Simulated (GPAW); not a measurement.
# MgB2 (P6/mmm) in GPAW: convergence with smearing width (eV)

Aim: find how far smearing width (eV) must go before the results for MgB2 settle, at PBEsol. This setting moves, with any that are tied to it; all else stays.

All numbers are computed with GPAW 26.7.0; they aren't measurements. Logs are shortened: lines on timing, memory, paths and dates and some standing lists are left out, and cuts for length are marked. The log counts tension as positive stress, the text compression.

### Step 1. The crystal as given

The structure is hexagonal, space group P6/mmm (No. 191). Conventional cell: a = 3.085 Å, b = 3.085 Å, c = 3.523 Å, α = 90.00°, β = 90.00°, γ = 120.00°. Around Mg (site symmetry 6/mmm) lie 12 B at 2.51 Å. B (site symmetry -6m2) has 3 B at 1.78 Å as nearest neighbours.

### Step 2. With smearing width (eV) 0.5

run.py

```python
from ase.dft.bandgap import bandgap
from ase.io import read, write
from ase.units import GPa
from gpaw import GPAW, PW, setup_paths

setup_paths.insert(0, '.')

atoms = read('POSCAR')

calc = GPAW(mode=PW(800),
            xc='PBEsol',
            kpts={'size': (8, 8, 6), 'gamma': True},
            occupations={'name': 'methfessel-paxton', 'width': 0.5, 'order': 1},
            nbands=17,
            convergence={'density': 1e-05, 'energy': 1e-05},
            maxiter=100,
            txt='gpaw.txt')
atoms.calc = calc
energy = atoms.get_potential_energy()
forces = atoms.get_forces()
stress = atoms.get_stress()
calc.write('gs.gpw')
write('result.traj', atoms)
print(f'Energy: {energy:.6f} eV')
print('Forces (eV/A):')
print(forces.round(4))
print('Stress (GPa):', (stress / GPa).round(3))
print('Fermi level:', round(calc.get_fermi_level(), 4), 'eV')
print(f'Gap: {bandgap(calc)[0]:.4f} eV, direct: {bandgap(calc, direct=True)[0]:.4f} eV')
```

POSCAR

```
MgB2
1.0
    3.0850000000      0.0000000000      0.0000000000
   -1.5425000000      2.6716883707      0.0000000000
    0.0000000000      0.0000000000      3.5230000000
Mg B
1 2
Direct
    0.0000000000      0.0000000000      0.0000000000
    0.6666666667      0.3333333333      0.5000000000
    0.3333333333      0.6666666667      0.5000000000
```

Potentials or basis: PAW data sets generated in the run's folder for this functional, pw.

On the command line:

```console
$ gpaw-setup -f PBEsol B Mg
$ OMP_NUM_THREADS=1 python run.py
```

Run time: 22 s. Hardware: 1 thread of Arm Neoverse V1, shared host; peak memory 0.16 GiB.

What came out:

```
Free energy            : -16.4238 eV
Pressure               : -3.1 GPa
Band gap on the k mesh : none (metal or under the smearing width)
```

### Step 3. With smearing width (eV) 0.3

Edit run.py of step 2 so:

```diff
@@ -12,3 +12,3 @@
             kpts={'size': (8, 8, 6), 'gamma': True},
-            occupations={'name': 'methfessel-paxton', 'width': 0.5, 'order': 1},
+            occupations={'name': 'methfessel-paxton', 'width': 0.3, 'order': 1},
             nbands=17,
```

POSCAR is that of step 2.

Potentials or basis: PAW data sets generated in the run's folder for this functional, pw.

On the command line:

```console
$ gpaw-setup -f PBEsol B Mg
$ OMP_NUM_THREADS=1 python run.py
```

Run time: 21 s. Hardware: 1 thread of Arm Neoverse V1, shared host; peak memory 0.16 GiB.

Results:

```
Free energy            : -16.4173 eV
Pressure               : -3.0 GPa
Band gap on the k mesh : none (metal or under the smearing width)
```

### Step 4. With smearing width (eV) 0.2

Edit run.py of step 3 so:

```diff
@@ -12,3 +12,3 @@
             kpts={'size': (8, 8, 6), 'gamma': True},
-            occupations={'name': 'methfessel-paxton', 'width': 0.3, 'order': 1},
+            occupations={'name': 'methfessel-paxton', 'width': 0.2, 'order': 1},
             nbands=17,
```

POSCAR is that of step 3.

On the command line:

```console
$ gpaw-setup -f PBEsol B Mg
$ OMP_NUM_THREADS=1 python run.py
```

Wall time 23 s (1 thread of Arm Neoverse V1, shared host); peak memory 0.16 GiB.

Results (log left out):

```yaml
Free_energy: -16.4141 eV
Pressure: -3.0 GPa
Band_gap_on_the_k_mesh: none (metal or under the smearing width)
```

### Step 5. With smearing width (eV) 0.15

Edit run.py of step 4 so:

```diff
@@ -12,3 +12,3 @@
             kpts={'size': (8, 8, 6), 'gamma': True},
-            occupations={'name': 'methfessel-paxton', 'width': 0.2, 'order': 1},
+            occupations={'name': 'methfessel-paxton', 'width': 0.15, 'order': 1},
             nbands=17,
```

POSCAR is that of step 4.

On the command line:

```console
$ gpaw-setup -f PBEsol B Mg
$ OMP_NUM_THREADS=1 python run.py
```

Wall time 22 s (1 thread of Arm Neoverse V1, shared host); peak memory 0.16 GiB.

It converged, with:

```
Free energy            : -16.4131 eV
Pressure               : -3.1 GPa
Band gap on the k mesh : none (metal or under the smearing width)
```

### Step 6. With smearing width (eV) 0.1

Edit run.py of step 5 so:

```diff
@@ -12,3 +12,3 @@
             kpts={'size': (8, 8, 6), 'gamma': True},
-            occupations={'name': 'methfessel-paxton', 'width': 0.15, 'order': 1},
+            occupations={'name': 'methfessel-paxton', 'width': 0.1, 'order': 1},
             nbands=17,
```

POSCAR is that of step 5.

Potentials or basis: PAW data sets generated in the run's folder for this functional, pw.

On the command line:

```console
$ gpaw-setup -f PBEsol B Mg
$ OMP_NUM_THREADS=1 python run.py
```

Run time: 21 s. Hardware: 1 thread of Arm Neoverse V1, shared host; peak memory 0.16 GiB.

It converged, with:

| Quantity | Value |
| --- | --- |
| Free energy | -16.4125 eV |
| Pressure | -3.1 GPa |
| Band gap on the k mesh | none (metal or under the smearing width) |

### Step 7. With smearing width (eV) 0.05

Edit run.py of step 6 so:

```diff
@@ -12,3 +12,3 @@
             kpts={'size': (8, 8, 6), 'gamma': True},
-            occupations={'name': 'methfessel-paxton', 'width': 0.1, 'order': 1},
+            occupations={'name': 'methfessel-paxton', 'width': 0.05, 'order': 1},
             nbands=17,
```

POSCAR is that of step 6.

On the command line:

```console
$ gpaw-setup -f PBEsol B Mg
$ OMP_NUM_THREADS=1 python run.py
```

It took 23 s on 1 thread of Arm Neoverse V1, shared host; peak memory 0.16 GiB.

The run converged. Its results:

* Free energy: -16.4117 eV
* Pressure: -3.1 GPa
* Band gap on the k mesh: none (metal or under the smearing width)

### Step 8. With smearing width (eV) 0.025

Edit run.py of step 7 so:

```diff
@@ -12,3 +12,3 @@
             kpts={'size': (8, 8, 6), 'gamma': True},
-            occupations={'name': 'methfessel-paxton', 'width': 0.05, 'order': 1},
+            occupations={'name': 'methfessel-paxton', 'width': 0.025, 'order': 1},
             nbands=17,
```

POSCAR is that of step 7.

On the command line:

```console
$ gpaw-setup -f PBEsol B Mg
$ OMP_NUM_THREADS=1 python run.py
```

Wall time 25 s (1 thread of Arm Neoverse V1, shared host); peak memory 0.16 GiB.

It converged, with:

- Free energy: -16.4112 eV
- Pressure: -3.1 GPa
- Band gap on the k mesh: none (metal or under the smearing width)

### Step 9. With smearing width (eV) 0.01

Edit run.py of step 8 so:

```diff
@@ -12,3 +12,3 @@
             kpts={'size': (8, 8, 6), 'gamma': True},
-            occupations={'name': 'methfessel-paxton', 'width': 0.025, 'order': 1},
+            occupations={'name': 'methfessel-paxton', 'width': 0.01, 'order': 1},
             nbands=17,
```

POSCAR is that of step 8.

Potentials or basis: PAW data sets generated in the run's folder for this functional, pw.

On the command line:

```console
$ gpaw-setup -f PBEsol B Mg
$ OMP_NUM_THREADS=1 python run.py
```

gpaw.txt:

```text
__  _  _
 | _ |_)|_||  |
 |__||  | ||/\| - 26.7.0

Input parameters:
  mode=PW(ecut=800.0),
  convergence={'density': 1e-05, 'energy': 1e-05},
  kpts=MonkhorstPack(size=(8, 8, 6), gamma=True),
  maxiter=100,
  nbands=17,
  occupations=Occupations(name='methfessel-paxton', width=0.01, order=1),
  xc=XC(name='PBEsol')

Diagonalizing LCAO Hamiltonian
Converting LCAO to pw mode

         B  B

       Mg

Atoms  # Å, Bohr magnetons
|   | symbol |         x |        y |        z |    initial magnetic moments |
|---|--------|-----------|----------|----------|-----------------------------|
| 0 |     Mg |  0.000000 | 0.000000 | 0.000000 | ( 0.0000,  0.0000,  0.0000) |
| 1 |      B |  1.542500 | 0.890563 | 1.761500 | ( 0.0000,  0.0000,  0.0000) |
| 2 |      B | -0.000000 | 1.781126 | 1.761500 | ( 0.0000,  0.0000,  0.0000) |

Unit cell  # Å
| periodic |         x |        y |        z |  lengths |     angles |
|----------|-----------|----------|----------|----------|------------|
|      yes |  3.085000 | 0.000000 | 0.000000 | 3.085000 |  90.000000 |
|      yes | -1.542500 | 2.671688 | 0.000000 | 3.085000 |  90.000000 |
|      yes |  0.000000 | 0.000000 | 3.523000 | 3.523000 | 120.000000 |

Number of symmetries: 24
Symmetry operations  # r_c * U_cc + t_c -> r_c
|    | kind |            matrix            |
|----|------|------------------------------|
|  0 |  σ   |  1, 1, 0,  0,-1, 0,  0, 0, 1 |
|  1 |  C2  |  1, 1, 0,  0,-1, 0,  0, 0,-1 |
|  2 |  C6  |  1, 1, 0, -1, 0, 0,  0, 0, 1 |
|  3 |  S6  |  1, 1, 0, -1, 0, 0,  0, 0,-1 |
|  4 |  E   |  1, 0, 0,  0, 1, 0,  0, 0, 1 |
|  5 |  σ   |  1, 0, 0,  0, 1, 0,  0, 0,-1 |
|  6 |  σ   |  1, 0, 0, -1,-1, 0,  0, 0, 1 |
|  7 |  C2  |  1, 0, 0, -1,-1, 0,  0, 0,-1 |
|  8 |  σ   |  0, 1, 0,  1, 0, 0,  0, 0, 1 |
|  9 |  C2  |  0, 1, 0,  1, 0, 0,  0, 0,-1 |
| 10 |  C3  |  0, 1, 0, -1,-1, 0,  0, 0, 1 |
| 11 |  S3  |  0, 1, 0, -1,-1, 0,  0, 0,-1 |
| 12 |  C6  |  0,-1, 0,  1, 1, 0,  0, 0, 1 |
| 13 |  S6  |  0,-1, 0,  1, 1, 0,  0, 0,-1 |
| 14 |  σ   |  0,-1, 0, -1, 0, 0,  0, 0, 1 |
| 15 |  C2  |  0,-1, 0, -1, 0, 0,  0, 0,-1 |
[... 135 lines left out ...]
- Maximum integral of absolute [dens]ity change: 1e-05 electrons / valence electron
- Maximum [total energy] change in last 3 cyles: 1e-05 eV / valence electron
- Maximum integral of absolute [eigenst]ate change: 4e-08 eV^2 / valence electron
maximum number of iterations: 100

SCF iterations
|iter     | |      energy | eigst |  dens |
|---------|-|-------------|-------|-------|
|iter:   1| |  -17.867969 | +0.05 |       |
|iter:   2| |  -17.598757 | -2.49 | -0.95 |
|iter:   3| |  -16.416799 | -1.40 | -0.99 |
|iter:   4| |  -16.410138 | -3.43 | -1.79 |
|iter:   5| |  -16.411110 | -3.89 | -2.11 |
|iter:   6| |  -16.411501 | -4.44 | -2.44 |
|iter:   7| |  -16.410942 | -5.16 | -2.64 |
|iter:   8| |  -16.410876 | -6.13 | -3.03 |
|iter:   9| |  -16.410859c| -6.08 | -3.27 |
|iter:  10| |  -16.410858c| -6.42 | -3.04 |
|iter:  11| |  -16.410851c| -7.71c| -3.73 |
|iter:  12| |  -16.410853c| -7.72c| -4.22 |
|iter:  13| |  -16.410852c| -8.30c| -4.65 |
|iter:  14| |  -16.410852c| -9.76c| -5.27c|

Converged in 14 steps
Energy contributions relative to reference atoms: (reference = -6769.400023)

Energy contributions:
  Kinetic:          10.390384
  Coulomb:          -6.475105
  Zero:             -0.034306
  External:          0.000000
  Xc:              -20.291714
  Entropy:          -0.000167
  Spinorbit:         0.000000
  ----------------------------
  Free energy:     -16.410908
  Extrapolated:    -16.410852

dipole moment: (-2.215079, -3.836630, -5.059141)  # |e|*Ang

Fermi level: 7.172
Eigenvalues  # (at kpt = [0.000, 0.000, 0.000])
| band index |      eig [eV] | occ [0-2] |
|------------|---------------|-----------|
|          0 |       -67.750 |     2.000 |
|          1 |       -34.718 |     2.000 |
|          2 |       -34.718 |     2.000 |
|          3 |       -34.710 |     2.000 |
|          4 |        -5.262 |     2.000 |
|          5 |         4.207 |     2.000 |
|          6 |         7.500 |     0.000 |
|          7 |         7.500 |     0.000 |
|          8 |         8.775 |     0.000 |
|          9 |        13.407 |     0.000 |
|         10 |        13.407 |     0.000 |
|         11 |        15.242 |     0.000 |
|         12 |        17.072 |     0.000 |
|         13 |        19.711 |     0.000 |
|        ... |               |           |
|         16 |        26.175 |     0.000 |

No gap
No difference between direct/indirect transitions

Forces  # eV/Ang
|       x |        y |       z |
|---------|----------|---------|
| 0.00000 |  0.00000 | 0.00000 |  # Mg   0
| 0.00000 | -0.00000 | 0.00000 |  # B    1
| 0.00000 | -0.00000 | 0.00000 |  # B    2

Stress tensor  # eV/Ang^3
|         x |        y |        z |
|-----------|----------|----------|
|  0.016357 | 0.000000 | 0.000000 |
| -0.000000 | 0.016357 | 0.000000 |
|  0.000000 | 0.000000 | 0.024997 |

# Writing to gs.gpw (mode='')
```

stdout:

```text
Energy: -16.410852 eV
Forces (eV/A):
[[ 0.  0.  0.]
 [ 0. -0.  0.]
 [ 0. -0.  0.]]
Stress (GPa): [2.621 2.621 4.005 0.    0.    0.   ]
Fermi level: 7.1716 eV
Gap: 0.0000 eV, direct: 0.0000 eV
```

Wall time 29 s (1 thread of Arm Neoverse V1, shared host); peak memory 0.16 GiB.

Results:

```yaml
Free_energy: -16.4109 eV
Pressure: -3.1 GPa
Band_gap_on_the_k_mesh: none (metal or under the smearing width)
```

### Step 10. Summary

```csv
smearing width (eV),"energy less the tightest run, at zero smearing (meV/atom)",pressure (GPa),SCF cycles,CPU time (s),peak memory (GiB)
0.5,-2.83,-3.06,9,22,0.16
0.3,-0.95,-3.04,9,21,0.16
0.2,-0.51,-3.05,10,23,0.16
0.15,-0.50,-3.06,10,22,0.16
0.1,-0.45,-3.07,9,21,0.16
0.05,-0.18,-3.07,10,23,0.16
0.025,-0.06,-3.08,11,25,0.16
0.01,0.00,-3.08,14,29,0.16
```

Against the tightest run, the energy stays within 1 meV/atom from 0.3 on; the pressure stays within 0.1 GPa from 0.5 on. Narrower smearing needs a denser k mesh, so at a fixed mesh the narrowest width isn't the most accurate. The tightest run that finished is the yardstick and may itself not be fully converged.

Caveats: this smearing can pin the Fermi level at a band edge.
